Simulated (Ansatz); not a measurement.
**CdTe: stress in a strained cell**

CdTe is deformed so: z strained by -2 % at fixed volume. What stress and forces result, by LAPW, PAW and all-electron datasets made for the crystal?

The COD entry's cell or inner coordinates are ideal or old and differ from later refinements, so a difference from it is no clean test against experiment.

Program: Ansatz 0.2.0. Level of theory: DFT PBE, scalar-relativistic. These are calculated values, not measurements.

## Step 1: The system as given

Symmetry: F-43m, No. 216, cubic system. The conventional cell has a = 6.410 Å, b = 6.410 Å, c = 6.410 Å, α = 90.00°, β = 90.00°, γ = 90.00°. Cd (site symmetry -43m) is surrounded by 4 Te at 2.78 Å. Around Te (site symmetry -43m) lie 4 Cd at 2.78 Å.

Coordinates:

```cif
data_structure
_symmetry_space_group_name_H-M 'P 1'
_symmetry_Int_Tables_number 1
_cell_length_a 4.5326
_cell_length_b 4.5326
_cell_length_c 4.5326
_cell_angle_alpha 60.000
_cell_angle_beta 60.000
_cell_angle_gamma 60.000
_cell_volume 65.84
loop_
_atom_site_label
_atom_site_type_symbol
_atom_site_fract_x
_atom_site_fract_y
_atom_site_fract_z
_atom_site_occupancy
Cd1 Cd 0.00000 0.00000 0.00000 1
Te1 Te 0.75000 0.75000 0.75000 1
```

Atoms are numbered in the order of the input: Cd1, Te2.

## Step 2: The deformed structure

Space group F-43m before, I-4m2 after.

## Step 3: All-electron LAPW

Input file input.yaml:

```yaml
crystal:
  lattice:
    - [0.0, 3.2375389054, 3.1409]
    - [3.2375389054, 0.0, 3.1409]
    - [3.2375389054, 3.2375389054, 0.0]
  atoms:
    - { symbol: Cd, position: [0.0, 0.0, 0.0] }
    - { symbol: Te, position: [0.75, 0.75, 0.75] }
kpoints:
  mp_grid: { grid: [9, 9, 9] }
scf:
  occupations: { method: fermi_dirac, width: 0.08 }
hamiltonian:
  xc: pbe
  pseudopotentials: { kind: all_electron, lapw: { basis_error: 0.001 } }
output:
  forces: true
  stress: true
  eigenvalues: true
```

Run with:

```sh
$ ansatz run input.yaml --threads 1 --pin off --max-ram 2048MiB --backend cpu --events-out ev --progress --plain --runs-dir out
```

What it wrote (excerpt; [...] marks lines left out):

```text
LAPW: plane waves up to 8.255 Å⁻¹, error target 1.0e-3 eV per atom; small_component_spin mean_spin; Cd in spheres of 1.398 Å, 20 of its electrons in bands, Dirac shells []; Te in spheres of 1.378 Å, 24 of its electrons in bands, Dirac shells []
[...]
Pseudopotentials: kind: all_electron
Pseudopotential: Cd, LAPW, valence charge 20, Koelling and Harmon's equation, gaussian nucleus
Pseudopotential: Te, LAPW, valence charge 24, Koelling and Harmon's equation, gaussian nucleus
Functional definition: PBE
[...]
Crystal: 2 atoms, lattice volume = 65.844 Å³
Basis set: ecut = 259.62066815966546 eV, 629 PW (Γ), FFT grids on a1, a2, −a2+a3, exchange–correlation at level 2
Bands: 27, of which v1, the nominal top of the filled ones, is band 22 counted from 1 (21 counted from 0)
Symmetry: 8 space group operations
Space group: I-4m2 (ITA 119), of the structure as read, at distance tolerance 4.0e-5 Å
k-points: 75 of 729 (time reversal used)
[...]
SCF iter   1: F=—  HF=-337120.881646 eV  |F-HF|=—  |Δ(HF+E_count)|=         —  Δρ=2.05e-2  dr2=5.62e-1  ethr=1.27e-3  ⟨swp⟩=2.0  Hψ=13084  notcnv=0
[...]
SCF iter   7: F=-337120.653953 eV  HF=-337120.653953 eV  |F-HF|=4.30e-8  |Δ(HF+E_count)|=   2.61e-6  Δρ=4.50e-6  dr2=1.51e-8  ethr=1.96e-9  ⟨swp⟩=3.0  Hψ=6145  notcnv=0
[...]
SCF converged after 7 iterations
Free energy (F): -337120.653953 eV
[...]
E sigma→0 (E₀):  -337120.653932 eV
Entropy (-TS):   -0.000042 eV (-0.021 meV/atom)
Fermi energy:    9.873385 eV
[...]
--- Forces (eV/Å), atoms counted from 1 ---
  atom   1  Cd     0.00000000     0.00000000    -0.00000000
  atom   2  Te    -0.00000000    -0.00000000     0.00000000
[...]
--- Stress (GPa, compression-positive) ---
        4.114373      -0.000000       0.000000
       -0.000000       4.114373       0.000000
        0.000000       0.000000       4.476313
  P = ⅓ Tr σ = 4.2350 GPa (42.350 kbar)
--- Band table (eV; the first three rows and the last of 75) ---
  k-point 0: bands = ["-149.3667", "-99.4077", "-99.4077", "-99.4028", "-92.8600", "-53.9244", "-53.9196", "-53.9196", "-26.7518", "-26.7468", "-26.7468", "-26.7421", "-26.7360", "-2.0207", "0.9473", "0.9473", "0.9540", "1.2313", "1.2384", "9.3124", "9.3124", "9.4090", "10.2153", [...]
[...]
```

Run time: 39 s. Hardware: 1 thread of Arm Neoverse V2, shared host; peak memory 0.43 GiB.

This run gives: pressure 4.24 GPa; gap on the k mesh 0.81 eV (an odd mesh misses the zone boundary).

## Step 4: Frozen-core PAW

input.yaml: that of step 3 with these lines changed.

```diff
@@ -14,3 +14,3 @@
   xc: pbe
-  pseudopotentials: { kind: all_electron, lapw: { basis_error: 0.001 } }
+  pseudopotentials: { kind: paw }
 output:
@@ -19 +19,6 @@
   eigenvalues: true
+  efg: { contact_densities: true }
+  write_density: true
+  write_potential: true
+  elf: true
+  volumetric_format: npy
```

Run with:

```sh
$ ansatz run input.yaml --threads 1 --pin off --max-ram 2048MiB --backend cpu --events-out ev --progress --plain --runs-dir out
```

What it wrote (excerpt; [...] marks lines left out):

```text
Cd, Te: output.efg is read without spin–orbit coupling, which moves field gradients at and beside such atoms by some per cent and up to a factor of two; PAW files take it under magnetization.noncollinear and magnetization.spin_orbit
[...]
Pseudopotentials: kind: paw
Pseudopotential: Cd, paw, valence charge 20, recommended cutoff 420 eV (normal)
Pseudopotential: Te, paw, valence charge 16, recommended cutoff 420 eV (normal)
[... 1 set-up line as earlier in the session ...]
[...]
Crystal: 2 atoms, lattice volume = 65.844 Å³
Basis set: ecut = 420 eV, 1307 PW (Γ), exchange–correlation on 64×64×64 points (8 copies of the dense FFT grid, shifted against one another)
Bands: 22, of which v1, the nominal top of the filled ones, is band 18 counted from 1 (17 counted from 0)
[... 2 set-up lines as earlier in the session ...]
[...]
Free energy (F): -15235.257694 eV
[...]
E sigma→0 (E₀):  -15235.257673 eV
Entropy (-TS):   -0.000042 eV (-0.021 meV/atom)
Fermi energy:    8.465362 eV
[...]
--- Forces (eV/Å), atoms counted from 1 ---
  atom   1  Cd    -0.00000000     0.00000000    -0.00000000
  atom   2  Te     0.00000000    -0.00000000    -0.00000000
[...]
--- Stress (GPa, compression-positive) ---
        4.097708       0.000000       0.000000
        0.000000       4.097708       0.000000
       -0.000000       0.000000       4.461061
  P = ⅓ Tr σ = 4.2188 GPa (42.188 kbar)
--- PAW observables at the nuclei: V_zz in 10²¹ V/m², potentials from the cell's mean, atoms counted from 1 ---
  atom   1  Cd V_zz =    +0.858567   η = 0.0000   by run symmetry: allowed
            electrostatic potential = -7704.836934 V   contact ρ = 1035923.143124 e/Å³
  atom   2  Te V_zz =    -1.781336   η = 0.0000   by run symmetry: allowed
            electrostatic potential = -8646.932191 V   contact ρ = 1468713.236134 e/Å³
--- Band table (eV; the first three rows and the last of 75) ---
[... band rows left out ...]
[...]
```

It took 13 s on 1 thread of Arm Neoverse V2, shared host; peak memory 0.45 GiB.

This run gives: pressure 4.22 GPa; gap on the k mesh 0.81 eV (an odd mesh misses the zone boundary); Vzz Cd1 0.86 (η = 0.00), Te2 -1.78 (η = 0.00) (10²¹ V/m²).

The fields are shown in the conventional cell of this run's space group, carried over from its grid by interpolation.

Density in a lattice plane of the grid's cell (edges 4.58 and 6.28 Å, at 0.000 of the third edge), which holds Cd and Te.

Ten even steps from ' ' (0.01 e/Å³) to '@' (26.56 e/Å³):
```
**==::                          ::==
::..                              ..
                                    
                                    
                                    
                                    
                                    
                                    
                                    
                                    
                                    
                                    
                ......              
              ..--==--..            
              ::++**++::            
              ..--==--..            
                  ..                
::..                              ..
**==::                          ::==
@@##--                          --##
```
Columns run along the first of these edges and rows up along the second, over one cell in 18 and 20 even steps from the bottom left corner. Atoms in the plane (fractional): Cd at (0.00, 0.00), Te at (0.50, 0.25).

ELF in the same plane.

Values, 12 rows by 8 columns:
```
0.57 0.40 0.19 0.13 0.14 0.13 0.19 0.40
0.23 0.19 0.15 0.04 0.02 0.04 0.15 0.19
0.13 0.12 0.06 0.01 0.01 0.01 0.06 0.12
0.05 0.04 0.02 0.01 0.02 0.01 0.02 0.04
0.01 0.01 0.02 0.08 0.14 0.08 0.02 0.01
0.01 0.02 0.17 0.47 0.57 0.47 0.17 0.02
0.01 0.12 0.53 0.60 0.56 0.60 0.53 0.12
0.05 0.30 0.62 0.42 0.15 0.42 0.62 0.30
0.14 0.35 0.62 0.19 0.27 0.19 0.62 0.35
0.23 0.18 0.64 0.43 0.15 0.43 0.64 0.18
0.57 0.37 0.28 0.65 0.56 0.65 0.28 0.37
0.92 0.53 0.18 0.42 0.57 0.42 0.18 0.53
```
Columns run along the first of these edges and rows up along the second, over one cell in 8 and 12 even steps from the bottom left corner. Atoms in the plane (fractional): Cd at (0.00, 0.00), Te at (0.50, 0.25).

Both are smooth fields of the valence electrons: close to the nuclei they are not physical.

The highest ELF values outside the cores: 0.68 beside Te, off the lines to its neighbours, 1.3 Å from Te.

## Step 5: All-electron PAW on datasets made for the crystal

input.yaml: that of step 4 with these lines changed.

```diff
@@ -14,3 +14,3 @@
   xc: pbe
-  pseudopotentials: { kind: paw }
+  pseudopotentials: { kind: all_electron, datasets: crystal }
 output:
@@ -20,5 +20 @@
   efg: { contact_densities: true }
-  write_density: true
-  write_potential: true
-  elf: true
-  volumetric_format: npy
```

Run with:

```sh
$ ansatz run input.yaml --threads 1 --pin off --max-ram 2048MiB --backend cpu --events-out ev --progress --plain --runs-dir out
```

What it wrote (excerpt; [...] marks lines left out):

```text
[...]
Cd, Te: output.efg is read without spin–orbit coupling, which moves field gradients at and beside such atoms by some per cent and up to a factor of two; PAW files take it under magnetization.noncollinear and magnetization.spin_orbit
[...]
[... 1 set-up line as earlier in the session ...]
Pseudopotential: Cd, paw, valence charge 20, recommended cutoff 240 eV (normal), Koelling and Harmon's equation, gaussian nucleus
Pseudopotential: Te, paw, valence charge 16, recommended cutoff 240 eV (normal), Koelling and Harmon's equation, gaussian nucleus
[... 1 set-up line as earlier in the session ...]
[...]
Crystal: 2 atoms, lattice volume = 65.844 Å³
Basis set: ecut = 240 eV, 535 PW (Γ), exchange–correlation on 48×48×48 points (8 copies of the dense FFT grid, shifted against one another)
Bands: 13, of which v1, the nominal top of the filled ones, is band 9 counted from 1 (8 counted from 0)
[... 1 set-up line as earlier in the session ...]
[...]
  atom   1  Cd    -0.00000000     0.00000000     0.00000000
  atom   2  Te     0.00000000     0.00000000    -0.00000000
[...]
--- Stress (GPa, compression-positive) ---
        4.113014       0.000000       0.000000
        0.000000       4.113014       0.000000
        0.000000       0.000000       4.474817
  P = ⅓ Tr σ = 4.2336 GPa (42.336 kbar)
  It holds what live shells' own plane waves past their cutoff add
--- PAW observables at the nuclei: V_zz in 10²¹ V/m², potentials from the cell's mean, atoms counted from 1 ---
  atom   1  Cd V_zz =    +0.862280   η = 0.0000   by run symmetry: allowed
            electrostatic potential = -7704.756284 V   contact ρ = 1035903.501008 e/Å³
  atom   2  Te V_zz =    -1.744688   η = 0.0000   by run symmetry: allowed
            electrostatic potential = -8646.906952 V   contact ρ = 1468554.416695 e/Å³
--- Band table (eV; the first three rows and the last of 75) ---
  k-point 0: bands = ["-2.0206", "0.9474", "0.9474", "0.9541", "1.2314", "1.2386", "9.3124", "9.3124", "9.4091", "10.2154", "13.9465"]
[...]
```

Run time: 13 s. Hardware: 1 thread of Arm Neoverse V2, shared host; peak memory 0.61 GiB.

Result: pressure 4.23 GPa; gap on the k mesh 0.81 eV (an odd mesh misses the zone boundary); Vzz Cd1 0.86 (η = 0.00), Te2 -1.74 (η = 0.00) (10²¹ V/m²).

## Step 6: Side by side

Stress (GPa, compression positive):

| method | xx | yy | zz | yz | xz | xy |
| --- | --- | --- | --- | --- | --- | --- |
| LAPW | 4.11 | 4.11 | 4.48 | 0.00 | 0.00 | 0.00 |
| PAW | 4.10 | 4.10 | 4.46 | 0.00 | 0.00 | 0.00 |
| crystal datasets | 4.11 | 4.11 | 4.47 | 0.00 | 0.00 | 0.00 |

```
          method  pressure (GPa)  gap on the k mesh (eV)  Vzz Cd1 (10²¹ V/m²)  Vzz Te2 (10²¹ V/m²)  SCF cycles, all passes  time
            LAPW            4.24                    0.81                    –                    –                       7  39 s
             PAW            4.22                    0.81                 0.86                -1.78                       6  13 s
crystal datasets            4.23                    0.81                 0.86                -1.74                       8  13 s
```

## Step 7: Summary of results

| quantity | value |
| --- | --- |
| pressure | LAPW 4.24, PAW 4.22, crystal datasets 4.23 GPa |
| largest shear or deviatoric stress (LAPW) | 0.24 GPa |

In words: The largest part of the stress beyond the pressure is 0.24 GPa in size, in the zz component; the atoms are carried along and not relaxed. No run of the undeformed cell stands beside it, so the pressure holds what the given cell had before the change. PAW: stress within 0.02 GPa of LAPW. Crystal datasets: stress within 0.01 GPa of LAPW. Spin-orbit coupling is left out, though the cell holds Te; in elements this heavy it can shift bands and gaps by tenths of an eV.
